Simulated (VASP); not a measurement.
# BP: input slips in a phonon run and what they do, part 2 of 2

Aim: see how common mistakes in a phonon run show up, on BP. The starting structure is a measured crystal structure from the Crystallography Open Database.

VASP 6.6.1.

Results so far: reference T2 819.8 cm⁻¹.

## (3) Modes with finite displacements, else as the reference

Level of this step: LDA; plane waves and PAW (P, B) (VASP).

Against step 2 the input has IBRION = 6, NFREE = 2, POTIM = 0.015 and no LEPSILON (also changed: NSW).

Input file INCAR:

```
SYSTEM = BP
PREC = Accurate
ENCUT = 450
EDIFF = 1E-08
NELM = 100
ISMEAR = 0
SIGMA = 0.03
LREAL = .FALSE.
ALGO = Normal
GGA = CA
NBANDS = 10
LORBIT = 11
LWAVE = .FALSE.
LCHARG = .FALSE.
KPAR = 2
IBRION = 6
NFREE = 2
POTIM = 0.015
NSW = 1
ISIF = 2
```

Input file POSCAR:

```
BP
1.0
    0.0000000000      2.2450226657      2.2450226657
    2.2450226657      0.0000000000      2.2450226657
    2.2450226657      2.2450226657      0.0000000000
P B
1 1
Direct
    0.7500000000      0.7500000000      0.7500000000
    0.0000000000      0.0000000000      0.0000000000
```

Input file KPOINTS:

```
Automatic mesh
0
Gamma
8 8 8
0 0 0
```

The projector-augmented-wave data sets are P and B (LDA family, release 64).

The run is started by

```sh
> mpirun -np 2 vasp_std
```

Output:

```text
[... set-up lines as in an earlier step ...]
 entering main loop
       N       E                     dE             d eps       ncg     rms          rms(c)
[... 13 cycles as in an earlier step ...]
   1 F= -.14396874E+02 E0= -.14396874E+02  d E =-.785329E-22
[...]
2 F= -.14394647E+02 E0= -.14394647E+02  d E =-.173744E-20
[...]
3 F= -.14394647E+02 E0= -.14394647E+02  d E =-.175455E-20
[...]
4 F= -.14394648E+02 E0= -.14394648E+02  d E =-.172967E-20
[...]
5 F= -.14394648E+02 E0= -.14394648E+02  d E =-.172483E-20
 Finite differences progress:
  Degree of freedom:   2/  2
  Displacement:        2/  2
  Total:               4/  4
```

Run time: 15 s. Hardware: 2 MPI ranks of AMD EPYC 9R14 (Zen 4), shared host; peak memory 0.24 GiB.

From OUTCAR (step 3):

```text
  Total       -0.0012219      0.0029358      0.0029358      0.0000000      0.1211775      0.0000000
  in kB       -0.0865053      0.2078476      0.2078476      0.0000000      8.5790759      0.0000000
  external PRESSURE =       0.1097300 kB  Pullay stress =       0.0000000 kB

 POSITION                                       TOTAL-FORCE (eV/Angst)
 -----------------------------------------------------------------------------------
      3.36753      3.36753      3.36753        -0.296856      0.000000      0.000000
     -0.01500      0.00000      0.00000         0.296856     -0.000000     -0.000000
 -----------------------------------------------------------------------------------
    total drift:                                0.000030     -0.000000     -0.000000

  FREE ENERGIE OF THE ION-ELECTRON SYSTEM (eV)
  ---------------------------------------------------
  free  energy   TOTEN  =       -14.3946476216 eV

  energy  without entropy=      -14.3946476216  energy(sigma->0) =      -14.39464762

[... 2 parts as in an earlier step ...]

[... 1 further part left out ...]
[key lines of the parts left out:]
E-fermi :   8.0929
```

The last energy, forces and stress in OUTCAR belong to the last displaced cell, not to that of POSCAR.

With finite displacements, else as the reference the mode is T2 819.5 cm⁻¹, -0.3 cm⁻¹ from the reference.

## (4) Modes with one-sided displacements

A slip made on purpose: one-sided displacements. Against step 2 the input has IBRION = 6, NFREE = 1, POTIM = 0.015 and no LEPSILON (also changed: NELM and NSW).

INCAR, as its differences from that of step 3:

```diff
@@ -4,3 +4,3 @@
 EDIFF = 1E-08
-NELM = 100
+NELM = 60
 ISMEAR = 0
@@ -16,3 +16,3 @@
 IBRION = 6
-NFREE = 2
+NFREE = 1
 POTIM = 0.015
```

POSCAR is that of step 3.

KPOINTS is that of step 3.

The run is started by

```sh
> mpirun -np 2 vasp_std
```

Output:

```text
[... set-up lines as in an earlier step ...]
 entering main loop
       N       E                     dE             d eps       ncg     rms          rms(c)
[... 13 cycles as in an earlier step ...]
   1 F= -.14396874E+02 E0= -.14396874E+02  d E =-.785329E-22
 Found     2 degrees of freedom:
 Finite differences POTIM= 0.01500 DOF=   2
[...]
N       E                     dE             d eps       ncg     rms          rms(c)
[... 6 cycles as in an earlier step ...]
   2 F= -.14394647E+02 E0= -.14394647E+02  d E =-.173744E-20
 Finite differences progress:
  Degree of freedom:   1/  2
  Displacement:        1/  1
  Total:               1/  2
[...]
N       E                     dE             d eps       ncg     rms          rms(c)
DAV:   1    -0.143943960344E+02    0.25099E-03   -0.30926E-01  1910   0.377E+00    0.205E-01
DAV:   2    -0.143947846983E+02   -0.38866E-03   -0.76472E-03  2370   0.683E-01    0.911E-02
DAV:   3    -0.143946454621E+02    0.13924E-03   -0.34902E-04  2258   0.123E-01    0.145E-02
DAV:   4    -0.143946479852E+02   -0.25231E-05   -0.32683E-05  2208   0.425E-02    0.102E-02
DAV:   5    -0.143946476493E+02    0.33593E-06   -0.54354E-07  2240   0.515E-03    0.246E-03
DAV:   6    -0.143946476222E+02    0.27087E-07   -0.13226E-07  2262   0.239E-03    0.337E-04
DAV:   7    -0.143946476233E+02   -0.10754E-08   -0.97475E-09  1414   0.740E-04
   3 F= -.14394648E+02 E0= -.14394648E+02  d E =-.174413E-20
 Finite differences progress:
  Degree of freedom:   2/  2
  Displacement:        1/  1
  Total:               2/  2
```

The job ended after 8.6 s (2 MPI ranks; peak memory 0.23 GiB; 16 s of CPU time).

Parts of OUTCAR (step 4):

```text
  Total       -0.0011809      0.0029772      0.0029772      0.0000000     -0.1210250      0.0000000
  in kB       -0.0836078      0.2107779      0.2107779      0.0000000     -8.5682737      0.0000000
  external PRESSURE =       0.1126493 kB  Pullay stress =       0.0000000 kB

 POSITION                                       TOTAL-FORCE (eV/Angst)
 -----------------------------------------------------------------------------------
      3.36753      3.36753      3.36753         0.296832      0.000000      0.000000
      0.01500      0.00000      0.00000        -0.296832      0.000000      0.000000
 -----------------------------------------------------------------------------------
    total drift:                               -0.000003      0.000000      0.000000

  FREE ENERGIE OF THE ION-ELECTRON SYSTEM (eV)
  ---------------------------------------------------
  free  energy   TOTEN  =       -14.3946476233 eV

  energy  without entropy=      -14.3946476233  energy(sigma->0) =      -14.39464762

[... 2 parts as in an earlier step ...]

[... 1 further part left out ...]
[key lines of the parts left out:]
E-fermi :   8.0929
```

With one-sided displacements the mode is T2 819.5 cm⁻¹, as with finite displacements, else as the reference.

## (5) Modes with a displacement typed far too large

A slip made on purpose: a displacement typed far too large. Against step 2 the input has IBRION = 6, NFREE = 2, POTIM = 0.25 and no LEPSILON (also changed: NELM and NSW).

INCAR, as its differences from that of step 4:

```diff
@@ -16,4 +16,4 @@
 IBRION = 6
-NFREE = 1
-POTIM = 0.015
+NFREE = 2
+POTIM = 0.25
 NSW = 1
```

POSCAR is that of step 4.

KPOINTS is that of step 4.

The run is started by

```sh
> mpirun -np 2 vasp_std
```

Output:

```text
[... set-up lines as in an earlier step ...]
 entering main loop
       N       E                     dE             d eps       ncg     rms          rms(c)
[... 13 cycles as in an earlier step ...]
   1 F= -.14396874E+02 E0= -.14396874E+02  d E =-.785329E-22
[...]
2 F= -.14394647E+02 E0= -.14394647E+02  d E =-.173744E-20
[...]
3 F= -.14394647E+02 E0= -.14394647E+02  d E =-.175455E-20
[...]
4 F= -.14394648E+02 E0= -.14394648E+02  d E =-.172967E-20
[...]
5 F= -.14394648E+02 E0= -.14394648E+02  d E =-.172483E-20
 Finite differences progress:
  Degree of freedom:   2/  2
  Displacement:        2/  2
  Total:               4/  4
```

Elapsed: 15 s, on 2 MPI ranks; peak memory 0.24 GiB.

OUTCAR, selected parts (step 5):

```text
[... 6 parts as in an earlier step ...]

[... 1 further part left out ...]
[key lines of the parts left out:]
E-fermi :   8.0929
```

With a displacement typed far too large the mode is T2 819.5 cm⁻¹, as with finite displacements, else as the reference.

## (6) Modes with a cutoff far too low

A slip made on purpose: a cutoff far too low. Against step 2 the input has ENCUT = 180 (also changed: NELM).

Input file INCAR:

```
SYSTEM = BP
PREC = Accurate
ENCUT = 180
EDIFF = 1E-08
NELM = 60
ISMEAR = 0
SIGMA = 0.03
LREAL = .FALSE.
ALGO = Normal
GGA = CA
NBANDS = 10
LORBIT = 11
LWAVE = .FALSE.
LCHARG = .FALSE.
KPAR = 2
IBRION = 8
LEPSILON = .TRUE.
ISIF = 2
```

POSCAR is that of step 5.

KPOINTS is that of step 5.

The run is started by

```sh
> mpirun -np 2 vasp_std
```

Output:

```text
[... set-up lines as in an earlier step ...]
 entering main loop
       N       E                     dE             d eps       ncg     rms          rms(c)
DAV:   1    -0.546329591409E+01   -0.54633E+01   -0.21236E+03   614   0.303E+02
DAV:   2    -0.147041586371E+02   -0.92409E+01   -0.90475E+01   842   0.623E+01
DAV:   3    -0.148329004940E+02   -0.12874E+00   -0.12863E+00   670   0.679E+00
DAV:   4    -0.148331610074E+02   -0.26051E-03   -0.26050E-03   716   0.345E-01
[...]
DAV:  12    -0.140725212770E+02    0.51804E-07   -0.72110E-07   704   0.380E-03    0.843E-03
DAV:  13    -0.140725213076E+02   -0.30602E-07   -0.22902E-08   594   0.982E-04    0.523E-03
DAV:  14    -0.140725213079E+02   -0.24602E-09   -0.21495E-08   378   0.607E-04
   1 F= -.14072521E+02 E0= -.14072521E+02  d E =-.351249E-11
 Linear response reoptimize wavefunctions to high precision
DAV:   1    -0.140725213076E+02    0.22487E-09   -0.84007E-10   430   0.207E-04
DAV:   2    -0.140725213076E+02    0.28876E-10   -0.16952E-11   338   0.301E-05
 Linear response G [H, r] |phi>, progress :
  Direction:   1
[...]
RMM:  12    -0.405822274144E-01    0.41613E-08   -0.48647E-08  1692   0.332E-06    0.174E-07
 first order change of Fermi-energy   0.22257E-03
 force on displaced ion       1 direction 1 : -21.698   0.000   0.000
 Born effective charge ion    1 direction 1 :   0.547   0.000   0.000
 Linear response progress:
  Degree of freedom:   2/  2
       N       E                     dE             d eps       ncg     rms          rms(c)
RMM:   1    -0.443778919010E-01   -0.44378E-01   -0.91657E-03  4685   0.975E-01
RMM:   2    -0.401872910674E-01    0.41906E-02    0.24860E-04  3003   0.197E-01    0.135E-01
RMM:   3    -0.403092979842E-01   -0.12201E-03    0.39460E-04  3018   0.774E-02    0.717E-02
RMM:   4    -0.407767811281E-01   -0.46748E-03    0.23552E-04  3020   0.753E-02    0.951E-03
[...]
RMM:   8    -0.408240771429E-01   -0.17100E-06    0.99758E-08  3346   0.367E-05    0.269E-05
RMM:   9    -0.408241152540E-01   -0.38111E-07   -0.82518E-08  3407   0.178E-05    0.237E-06
RMM:  10    -0.408241052931E-01    0.99609E-08    0.66750E-08  3078   0.448E-06    0.954E-07
 first order change of Fermi-energy  -0.29205E-04
 force on displaced ion       2 direction 1 : -21.698  -0.000  -0.000
 Born effective charge ion    2 direction 1 :  -0.566   0.000   0.000
 Born effective charges drift removed
 Linear response finished
```

It took 11 s on 2 MPI ranks; peak memory 0.18 GiB; 21 s of CPU time.

Parts of OUTCAR (step 6):

```text
  Total       -1.4169509     -1.4169509     -1.4169509      0.0000000     -0.0000000      0.0000000
  in kB     -100.3166882   -100.3166882   -100.3166882      0.0000000     -0.0000000      0.0000000
  external PRESSURE =    -100.3166882 kB  Pullay stress =       0.0000000 kB

 POSITION                                       TOTAL-FORCE (eV/Angst)
 -----------------------------------------------------------------------------------
      3.36753      3.36753      3.36753         0.000000      0.000000      0.000000
      0.00000      0.00000      0.00000        -0.000000     -0.000000     -0.000000
 -----------------------------------------------------------------------------------
    total drift:                                0.000002      0.000002      0.000002

 MACROSCOPIC STATIC DIELECTRIC TENSOR (including local field effects in DFT)
 ------------------------------------------------------
           9.500515     0.000000    -0.000000
          -0.000000     9.500515     0.000000
          -0.000000     0.000000     9.500515
 ------------------------------------------------------

 MACROSCOPIC STATIC DIELECTRIC TENSOR IONIC CONTRIBUTION
 ------------------------------------------------------
           0.113291     0.000000    -0.000000
           0.000000     0.113291    -0.000000
          -0.000000    -0.000000     0.113291
 ------------------------------------------------------

[... 1 part as in an earlier step ...]

[... 1 further part left out ...]
```

With a cutoff far too low the mode is T2 858.1 cm⁻¹, +38.3 cm⁻¹ from the reference.

## (7) Modes with a loose electronic threshold

A slip made on purpose: a loose electronic threshold. Against step 2 the input has EDIFF = 1E-04, IBRION = 6, NFREE = 2, POTIM = 0.015 and no LEPSILON (also changed: NELM and NSW).

Input file INCAR:

```
SYSTEM = BP
PREC = Accurate
ENCUT = 450
EDIFF = 1E-04
NELM = 60
ISMEAR = 0
SIGMA = 0.03
LREAL = .FALSE.
ALGO = Normal
GGA = CA
NBANDS = 10
LORBIT = 11
LWAVE = .FALSE.
LCHARG = .FALSE.
KPAR = 2
IBRION = 6
NFREE = 2
POTIM = 0.015
NSW = 1
ISIF = 2
```

POSCAR is that of step 6.

KPOINTS is that of step 6.

The run is started by

```sh
> mpirun -np 2 vasp_std
```

Output:

```text
[... set-up lines as in an earlier step ...]
 entering main loop
       N       E                     dE             d eps       ncg     rms          rms(c)
[... 8 cycles as in an earlier step ...]
DAV:   9    -0.143968758405E+02   -0.28649E-04   -0.74218E-04   658   0.205E-01
   1 F= -.14396876E+02 E0= -.14396876E+02  d E =-.951122E-22
[...]
2 F= -.14394649E+02 E0= -.14394649E+02  d E =-.248766E-20
[...]
3 F= -.14394648E+02 E0= -.14394648E+02  d E =-.188783E-20
[...]
4 F= -.14394648E+02 E0= -.14394648E+02  d E =-.160725E-20
[...]
5 F= -.14394647E+02 E0= -.14394647E+02  d E =-.166340E-20
 Finite differences progress:
  Degree of freedom:   2/  2
  Displacement:        2/  2
  Total:               4/  4
```

Run time: 8.8 s. Hardware: 2 MPI ranks; peak memory 0.23 GiB; 16 s of CPU time.

From OUTCAR (step 7):

```text
  Total       -0.0010095      0.0031960      0.0031960      0.0000000      0.1236384      0.0000000
  in kB       -0.0714716      0.2262682      0.2262682      0.0000000      8.7532979      0.0000000
  external PRESSURE =       0.1270216 kB  Pullay stress =       0.0000000 kB

 POSITION                                       TOTAL-FORCE (eV/Angst)
 -----------------------------------------------------------------------------------
      3.36753      3.36753      3.36753        -0.297423      0.000000      0.000000
     -0.01500      0.00000      0.00000         0.297423     -0.000000     -0.000000
 -----------------------------------------------------------------------------------
    total drift:                                0.001678     -0.000001     -0.000001

  FREE ENERGIE OF THE ION-ELECTRON SYSTEM (eV)
  ---------------------------------------------------
  free  energy   TOTEN  =       -14.3946473005 eV

  energy  without entropy=      -14.3946473005  energy(sigma->0) =      -14.39464730

[... 2 parts as in an earlier step ...]

[... 1 further part left out ...]
[key lines of the parts left out:]
E-fermi :   8.0929
```

With a loose electronic threshold the mode is T2 819.8 cm⁻¹, +0.3 cm⁻¹ from finite displacements, else as the reference.

## (8) The runs compared

```
                                        run     T2                method  core minutes
                                  reference  819.8   perturbation theory          1.63
finite displacements, else as the reference  819.5  finite displacements         0.487
                    one-sided displacements  819.5  finite displacements         0.287
         a displacement typed far too large  819.5  finite displacements         0.487
                       a cutoff far too low  858.1   perturbation theory         0.373
               a loose electronic threshold  819.8  finite displacements         0.293
```

Modes are in cm⁻¹, degenerate ones as one, matched between runs by symmetry and order. A number in brackets counts the listed modes of one symmetry from the lowest. The symmetry labels come from an automatic analysis and can be wrong where levels nearly coincide. Core minutes are wall time times ranks of the run shown, on a shared host.

## (9) Outcome

- T2, reference: 819.8 cm⁻¹
- T2, finite displacements, else as the reference: 819.5 cm⁻¹
- T2, one-sided displacements: 819.5 cm⁻¹
- T2, a displacement typed far too large: 819.5 cm⁻¹
- T2, a cutoff far too low: 858.1 cm⁻¹
- T2, a loose electronic threshold: 819.8 cm⁻¹

**Reading.** Finished, but with signs in the output that stand out against the reference: a cutoff far too low, with modes off by up to +38 cm⁻¹, in T2 (signs: a pressure of -10.0 GPa on the undisplaced cell); a loose electronic threshold, with modes off by up to +0.3 cm⁻¹, in T2 (signs: a pressure of -0.3 GPa on the undisplaced cell). Little came of one-sided displacements in this material. The displacement typed far too large never took effect: VASP put its default in its place. Runs with finite displacements are held against the sound run of that kind. The dielectric constants and Born charges in the logs aren't compared here; at a small gap they can be far off, and in a run without a gap they mean nothing. The frequencies are harmonic, and the splitting of polar modes by their long-range field is left out. Further runs on this material are not shown.

[Lines on the potential files, build, host, timing and source positions are cut from VASP's logs without a mark.]

[Logs are printed without paths, hosts, clocks, repeated set-up lines and the standing remarks that a program may print on its own settings, such as how far it seeks lower states.]

[Hosts, paths, dates, database ids (printed as entryN), source tags and the programs' standing remarks are cut or masked in the printed files.]
